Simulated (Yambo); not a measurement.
# SiC (Moissanite) (P6_3mc) in Yambo: further runs

One crystal, SiC (Moissanite), is run at these levels: PBE; tasks: optical spectrum.

All numbers are computed with Yambo 5.3.0; they aren't measurements. Logs are shortened: lines on timing, memory, paths and dates and some standing lists are left out, and cuts for length are marked.

### 1 The structure

It takes space group P6_3mc (No. 186, hexagonal). The conventional cell has a = 3.076 Å, b = 3.076 Å, c = 5.048 Å, α = 90.00°, β = 90.00°, γ = 120.00°. Si (site symmetry 3m) has 4 C at 1.87 to 1.94 Å as nearest neighbours. Around C (site symmetry 3m) lie 4 Si at 1.87 to 1.94 Å.

### 2 Optical spectrum, PBE

Input file optics4.in:

```
optics
chi
Chimod= "HARTREE"
% BndsRnXd
 1 | 23 |
%
NGsBlkXd= 1 Ry
% LongDrXd
 1 | 1 | 0 |
%
% QpntsRXd
 1 | 1 |
%
% EnRngeXd
 0 | 30 | eV
%
% DmRngeXd
 0.1 | 0.1 | eV
%
ETStpsXd= 200
```

Input file scf.in:

```
&CONTROL
  calculation = 'scf'
  prefix = 'pwscf'
  outdir = './tmp'
  pseudo_dir = './pseudo'
/
&SYSTEM
  ibrav = 0
  A = 3.076
  nat = 4
  ntyp = 2
  ecutwfc = 82
  nbnd = 14
  occupations = 'smearing'
  smearing = 'fd'
  degauss = 0.00367493
  force_symmorphic = .true.
/
&ELECTRONS
  conv_thr = 8d-10
  electron_maxstep = 120
  mixing_beta = 0.5
/
ATOMIC_SPECIES
Si    28.0850 Si.upf
C     12.0110 C.upf
CELL_PARAMETERS alat
   1.0000000000    0.0000000000    0.0000000000
  -0.5000000000    0.8660254038    0.0000000000
   0.0000000000    0.0000000000    1.6410923277
ATOMIC_POSITIONS alat
Si     0.5000000000    0.2886751346    0.8205461638
Si    -0.0000000001    0.5773502692    0.0000000000
C      0.5000000000    0.2886751346    1.4523667100
C     -0.0000000001    0.5773502692    0.6318205462
K_POINTS automatic
18 18 10 0 0 0
```

Input file nscf.in:

```
&CONTROL
  calculation = 'nscf'
  prefix = 'pwscf'
  outdir = './tmp'
  pseudo_dir = './pseudo'
/
&SYSTEM
  ibrav = 0
  A = 3.076
  nat = 4
  ntyp = 2
  ecutwfc = 82
  nbnd = 33
  occupations = 'fixed'
  force_symmorphic = .true.
/
&ELECTRONS
  conv_thr = 1d-08
  diago_full_acc = .true.
  diago_thr_init = 1d-06
/
ATOMIC_SPECIES
Si    28.0850 Si.upf
C     12.0110 C.upf
CELL_PARAMETERS alat
   1.0000000000    0.0000000000    0.0000000000
  -0.5000000000    0.8660254038    0.0000000000
   0.0000000000    0.0000000000    1.6410923277
ATOMIC_POSITIONS alat
Si     0.5000000000    0.2886751346    0.8205461638
Si    -0.0000000001    0.5773502692    0.0000000000
C      0.5000000000    0.2886751346    1.4523667100
C     -0.0000000001    0.5773502692    0.6318205462
K_POINTS automatic
18 18 10 0 0 0
```

Potentials or basis: PseudoDojo 0.4.1 SR PBE standard.

The run is started by

```sh
$ OMP_NUM_THREADS=1 pw.x -in scf.in > scf.out
$ OMP_NUM_THREADS=1 pw.x -in nscf.in > nscf.out
$ cd tmp/pwscf.save; p2y; mv SAVE ../..; cd ../..
$ OMP_NUM_THREADS=1 yambo
$ OMP_NUM_THREADS=1 yambo -F optics4.in -J optics4 -C optics4_out
```

Yambo's report:

```text
[... sections 02.01 to 02.04 as in the set-up run ...]

  [02.05] Energies & Occupations
  ==============================

  [X] === General ===
  [X] Electronic Temperature                        :  0.000000  0.000000 [eV K]
  [X] Bosonic    Temperature                        :  0.000000  0.000000 [eV K]
  [X] Finite Temperature mode                       : no
  [X] El. density                                   :  0.38681E+24 [cm-3]
  [X] Fermi Level                                   :  9.797145 [eV]

  [X] === Gaps and Widths ===
  [X] Conduction Band Min                           :  2.332429 [eV]
  [X] Valence Band Max                              :  0.000000 [eV]
  [X] Filled Bands                                  :   8
  [X] Empty Bands                                   :    9   33
  [X] Direct Gap                                    :  4.085747 [eV]
  [X] Direct Gap localized at k                     :   55
  [X] Indirect Gap                                  :  2.332429 [eV]
  [X] Indirect Gap between kpts                     :    1  217
  [X] Last valence band width                       :  4.040007 [eV]
  [X] 1st conduction band width                     :  3.612819 [eV]

 [03] Transferred momenta grid and indexing
 ==========================================

 IBZ Q-points                                      :   330
 BZ  Q-points                                      :   3240

 K/Q-points units:
 rlu = crystal or reduced units; cc = cartesian coordinates; iku = interal k-units

 Q [  1]        [rlu]:  0.000000  0.000000  0.000000
 Q [  2]        [rlu]:  0.000000  0.000000  0.100000
 Q [  3]        [rlu]:  0.000000  0.000000  0.200000
 Q [  4]        [rlu]:  0.000000  0.000000  0.300000
 Q [  5]        [rlu]:  0.000000  0.000000  0.400000
 Q [  6]        [rlu]:  0.000000  0.000000 -0.500000
[... 42 lines left out ...]
 Q [ 49]        [rlu]:  0.15797E-16  0.44444       0.0000
 Q [ 50]        [rlu]:  0.15797E-16  0.44444      0.10000

 Remaining 280 points informations can be written running with -fatlog

 [WARNING] [Xd] User bands 1-23 break level degeneracy

 [04] Dipoles
 ============

  [04.01] Setup: observables and procedures
  =========================================

  [WARNING] [x,Vnl] slows the Dipoles computation. To neglect it rename the ns.kb_pp file
  [WF-Oscillators/G space/Transverse up loader] Normalization (few states)  min/max  :  0.31417E-16   1.0000

  [WR./optics4//ndb.dipoles]------------------------------------------------------
   Brillouin Zone Q/K grids (IBZ/BZ)                :    330   3240    330   3240
   RL vectors                                       :   4451 [WF]
   Fragmentation                                    : yes
   Electronic Temperature                           :  0.000000 [K]
   Bosonic    Temperature                           :  0.000000 [K]
   DIP band range                                   :   1  23
   DIP band range limits                            :   8   9
   DIP e/h energy range                             : -1.000000 -1.000000 [eV]
   RL vectors in the sum                            :   4451
   [r,Vnl] included                                 : yes
   Bands ordered                                    : yes
   Direct v evaluation                              : no
   Approach used                                    : G-space v
   Dipoles computed                                 : R V P [G-space]
   Wavefunctions                                    : Perdew, Burke & Ernzerhof(X)+Perdew, Burke & Ernzerhof(C)

  [WARNING] [r,Vnl^pseudo] included in position and velocity dipoles.

  [WARNING] In case H contains other non local terms, these are neglected

 [05] Optics
 ===========

 [X-CG] R(p) Tot o/o(of R):    18212   388800      100
```

o-optics4.eel_q1_inv_rpa_dyson:

```text
# Electron Energy Loss @ Q(1):  0.707106781     0.707106781      0.00000000    [q->0 direction]
#
# [ X ] Hartree size                              :   9
# [GEN] GF Energies                               : Perdew, Burke & Ernzerhof(X)+Perdew, Burke & Ernzerhof(C)
# [GEN] Green`s Function                          : T-ordered
#
# [GEN] Gauge                                     : Length
# [GEN] [r,Vnl] included                          : yes
#
#    E[1] [eV]          Im(eel)            Re(eel)            Im(eel_o)          Re(eel_o)
#
        0.000000           0.001630          -0.147214           0.001623          -0.142385
        0.150754           0.001631          -0.147162           0.001624          -0.142334
        0.301508           0.001634          -0.147006           0.001627          -0.142179
        0.452261           0.001639          -0.146746           0.001633          -0.141921
        0.603015           0.001647          -0.146381           0.001640          -0.141559
        0.753769           0.001657          -0.145911           0.001650          -0.141093
[... 192 lines left out ...]
        29.84925           0.249021          -2.569512           0.181233          -2.466626
        30.00000           0.170437          -2.501723           0.130385          -2.398506
#
```

Run time: 10 min. Hardware: 1 thread of Arm Neoverse V1, shared host; peak memory 1.8 GiB.

Results:

```
Band gap on the k mesh, mean-field level                              : 2.33 eV, indirect (least direct gap 4.09 eV)
Absorption peak                                                       : 6.78 eV
Electronic dielectric constant along the field                        : 6.79
Electronic dielectric constant along the field, independent particles : 7.02
Peak of the energy-loss function                                      : 24.7 eV
```

Dielectric function (along the field direction of the input):
```
energy (eV)  real part  imaginary part
       0.30       6.80            0.08
       1.21       6.95            0.08
       2.26       7.40            0.10
       3.32       8.33            0.16
       4.37      10.45            0.37
       5.43      15.18            4.05
       6.48      10.69           17.24
       7.39       2.12           11.10
       8.44      -1.59           12.34
       9.50      -3.36            8.24
      10.55      -3.40            4.82
      11.61      -2.91            3.51
      12.66      -2.41            2.43
      13.57      -2.33            1.90
      14.62      -1.63            1.35
      15.68      -1.39            0.96
      16.73      -1.14            0.75
      17.79      -0.80            0.55
      18.84      -0.58            0.43
      19.90      -0.42            0.29
```

Energy-loss function:
| energy (eV) | loss |
| --- | --- |
| 0.0 | 0.002 |
| 1.4 | 0.002 |
| 2.6 | 0.002 |
| 3.9 | 0.003 |
| 5.3 | 0.015 |
| 6.5 | 0.042 |
| 7.8 | 0.086 |
| 9.2 | 0.107 |
| 10.4 | 0.132 |
| 11.8 | 0.170 |
| 13.1 | 0.227 |
| 14.3 | 0.254 |
| 15.7 | 0.337 |
| 16.9 | 0.414 |
| 18.2 | 0.650 |
| 19.6 | 0.899 |
| 20.8 | 1.831 |
| 22.2 | 4.003 |
| 23.5 | 4.533 |
| 24.7 | 5.292 |
| 26.1 | 2.058 |
| 27.4 | 0.742 |
| 28.6 | 0.495 |
| 30.0 | 0.170 |

Caveat: these spectra lack excitons. A k mesh can miss the band edges.

### 3 Optical spectrum, PBE

Input file optics5.in:

```
optics
chi
tddft
Chimod= "LRC"
% BndsRnXd
 1 | 23 |
%
NGsBlkXd= 4 Ry
% LongDrXd
 1 | 1 | 0 |
%
% QpntsRXd
 1 | 1 |
%
% EnRngeXd
 0 | 20 | eV
%
% DmRngeXd
 0.1 | 0.1 | eV
%
ETStpsXd= 200
LRC_alpha= -0.2
```

scf.in is that of step 2.

nscf.in is that of step 2.

Potentials or basis: PseudoDojo 0.4.1 SR PBE standard.

The run is started by

```sh
$ OMP_NUM_THREADS=1 pw.x -in scf.in > scf.out
$ OMP_NUM_THREADS=1 pw.x -in nscf.in > nscf.out
$ cd tmp/pwscf.save; p2y; mv SAVE ../..; cd ../..
$ OMP_NUM_THREADS=1 yambo
$ OMP_NUM_THREADS=1 yambo -F optics5.in -J optics5 -C optics5_out
```

Yambo's report:

```text
[... sections 02.01 to 02.04 as in the set-up run ...]

  [02.05] Energies & Occupations
  ==============================

  [X] === General ===
  [X] Electronic Temperature                        :  0.000000  0.000000 [eV K]
  [X] Bosonic    Temperature                        :  0.000000  0.000000 [eV K]
  [X] Finite Temperature mode                       : no
  [X] El. density                                   :  0.38681E+24 [cm-3]
  [X] Fermi Level                                   :  9.797145 [eV]

  [X] === Gaps and Widths ===
  [X] Conduction Band Min                           :  2.332429 [eV]
  [X] Valence Band Max                              :  0.000000 [eV]
  [X] Filled Bands                                  :   8
  [X] Empty Bands                                   :    9   33
  [X] Direct Gap                                    :  4.085747 [eV]
  [X] Direct Gap localized at k                     :   55
  [X] Indirect Gap                                  :  2.332429 [eV]
  [X] Indirect Gap between kpts                     :    1  217
  [X] Last valence band width                       :  4.040007 [eV]
  [X] 1st conduction band width                     :  3.612819 [eV]

 [03] Transferred momenta grid and indexing
 ==========================================

 IBZ Q-points                                      :   330
 BZ  Q-points                                      :   3240

 K/Q-points units:
 rlu = crystal or reduced units; cc = cartesian coordinates; iku = interal k-units

 Q [  1]        [rlu]:  0.000000  0.000000  0.000000
 Q [  2]        [rlu]:  0.000000  0.000000  0.100000
 Q [  3]        [rlu]:  0.000000  0.000000  0.200000
 Q [  4]        [rlu]:  0.000000  0.000000  0.300000
 Q [  5]        [rlu]:  0.000000  0.000000  0.400000
 Q [  6]        [rlu]:  0.000000  0.000000 -0.500000
[... 42 lines left out ...]
 Q [ 49]        [rlu]:  0.15797E-16  0.44444       0.0000
 Q [ 50]        [rlu]:  0.15797E-16  0.44444      0.10000

 Remaining 280 points informations can be written running with -fatlog

 [WARNING] [Xd] User bands 1-23 break level degeneracy

 [04] Dipoles
 ============

  [04.01] Setup: observables and procedures
  =========================================

  [WARNING] [x,Vnl] slows the Dipoles computation. To neglect it rename the ns.kb_pp file
  [WF-Oscillators/G space/Transverse up loader] Normalization (few states)  min/max  :  0.31417E-16   1.0000

  [WR./optics5//ndb.dipoles]------------------------------------------------------
   Brillouin Zone Q/K grids (IBZ/BZ)                :    330   3240    330   3240
   RL vectors                                       :   4451 [WF]
   Fragmentation                                    : yes
   Electronic Temperature                           :  0.000000 [K]
   Bosonic    Temperature                           :  0.000000 [K]
   DIP band range                                   :   1  23
   DIP band range limits                            :   8   9
   DIP e/h energy range                             : -1.000000 -1.000000 [eV]
   RL vectors in the sum                            :   4451
   [r,Vnl] included                                 : yes
   Bands ordered                                    : yes
   Direct v evaluation                              : no
   Approach used                                    : G-space v
   Dipoles computed                                 : R V P [G-space]
   Wavefunctions                                    : Perdew, Burke & Ernzerhof(X)+Perdew, Burke & Ernzerhof(C)

  [WARNING] [r,Vnl^pseudo] included in position and velocity dipoles.

  [WARNING] In case H contains other non local terms, these are neglected

 [05] Optics
 ===========

 [X-CG] R(p) Tot o/o(of R):    18212   388800      100
```

o-optics5.eps_q1_inv_LRC_dyson:

```text
# Absorption @ Q(1):  0.707106781     0.707106781      0.00000000    [q->0 direction]
#
# [ X ] Hartree size                              :   43
# [GEN] GF Energies                               : Perdew, Burke & Ernzerhof(X)+Perdew, Burke & Ernzerhof(C)
# [GEN] Green`s Function                          : T-ordered
#
# [GEN] Gauge                                     : Length
# [GEN] [r,Vnl] included                          : yes
#
#    E[1] [eV]          Im(eps)            Re(eps)            Im(eps_o)          Re(eps_o)
#
        0.000000           0.084625           7.103468           0.080044           7.022297
        0.100503           0.084680           7.104675           0.080093           7.023426
        0.201005           0.084844           7.108302           0.080241           7.026814
        0.301508           0.085119           7.114357           0.080488           7.032470
        0.402010           0.085505           7.122857           0.080836           7.040410
        0.502513           0.086006           7.133828           0.081285           7.050655
[... 192 lines left out ...]
        19.89950           0.316593          -0.436628           0.236554          -0.414684
        20.00000           0.302809          -0.405368           0.229212          -0.384756
#
```

It took 10 min on 1 thread of Arm Neoverse V1, shared host; peak memory 1.8 GiB.

Results:

| Property | Result |
| --- | --- |
| Band gap on the k mesh, mean-field level | 2.33 eV, indirect (least direct gap 4.09 eV) |
| Absorption peak | 6.73 eV |
| Electronic dielectric constant along the field | 7.10 |
| Electronic dielectric constant along the field, independent particles | 7.02 |

Dielectric function (along the field direction of the input):
| energy (eV) | real part | imaginary part |
| --- | --- | --- |
| 0.30 | 7.11 | 0.09 |
| 0.90 | 7.20 | 0.09 |
| 1.61 | 7.43 | 0.10 |
| 2.31 | 7.83 | 0.12 |
| 3.02 | 8.49 | 0.16 |
| 3.62 | 9.39 | 0.23 |
| 4.32 | 11.30 | 0.44 |
| 5.03 | 15.18 | 2.78 |
| 5.73 | 19.70 | 10.79 |
| 6.33 | 8.64 | 20.96 |
| 7.04 | -4.83 | 13.89 |
| 7.74 | -0.89 | 10.75 |
| 8.44 | -2.56 | 10.70 |
| 9.05 | -3.50 | 7.14 |
| 9.75 | -3.73 | 6.09 |
| 10.45 | -3.28 | 4.27 |
| 11.16 | -3.04 | 3.26 |
| 11.76 | -2.45 | 3.00 |
| 12.46 | -2.28 | 2.44 |
| 13.17 | -1.96 | 2.41 |
| 13.87 | -1.87 | 1.66 |
| 14.47 | -1.62 | 1.40 |
| 15.18 | -1.55 | 1.27 |
| 15.88 | -1.28 | 0.99 |
| 16.58 | -1.13 | 0.89 |
| 17.19 | -0.98 | 0.70 |
| 17.89 | -0.78 | 0.60 |
| 18.59 | -0.60 | 0.51 |
| 19.30 | -0.55 | 0.47 |
| 20.00 | -0.41 | 0.30 |

Caveat: the long-range kernel's strength is typed, not fitted to the crystal's screening; independent-particle spectra lack excitons. A k mesh can miss the band edges.
